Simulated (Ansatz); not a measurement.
Crystal: Ga2O3.

```
Ga O
1.0
     6.10700   -1.51855    0.00000
     6.10700    1.51855    0.00000
    -1.38599    0.00000    5.63001
Ga O
4 6
Direct
  0.34134 0.34134 0.68598
  0.65866 0.65866 0.31402
  0.90950 0.90950 0.20540
  0.09050 0.09050 0.79460
  0.50410 0.50410 0.74340
  0.49590 0.49590 0.25660
  0.82670 0.82670 0.43680
  0.17330 0.17330 0.56320
  0.83550 0.83550 0.89020
  0.16450 0.16450 0.10980
```

Base run:

* Program: Ansatz 0.2.0
* Functional: PBEsol
* Potentials or basis: Ansatz PAW
* Cutoff: 420 eV (not typed: the program's choice for these potentials)
* k mesh: 9 × 9 × 5
* Occupations: fermi-dirac, width 0.05 eV
* Spin: no spin polarisation

Its results: band gap on the k mesh 2.34 eV, indirect (least direct gap 2.35 eV); pressure 2.5 GPa; largest force 0.120 eV/Å.

**Question.** The run is repeated on the same cell with these changes: functional from PBEsol to PBE. What comes out?

**Answer.** Band gap on the k mesh 2.44 eV, indirect (least direct gap 2.46 eV); pressure 9.6 GPa; largest force 0.219 eV/Å.

PBE binds less tightly than PBEsol, so the same cell stands under more pressure.

Caveats: the PAW data sets come from PBE, with cores solved anew for the run's functional, which leaves a small shift of forces and pressure (some runs).
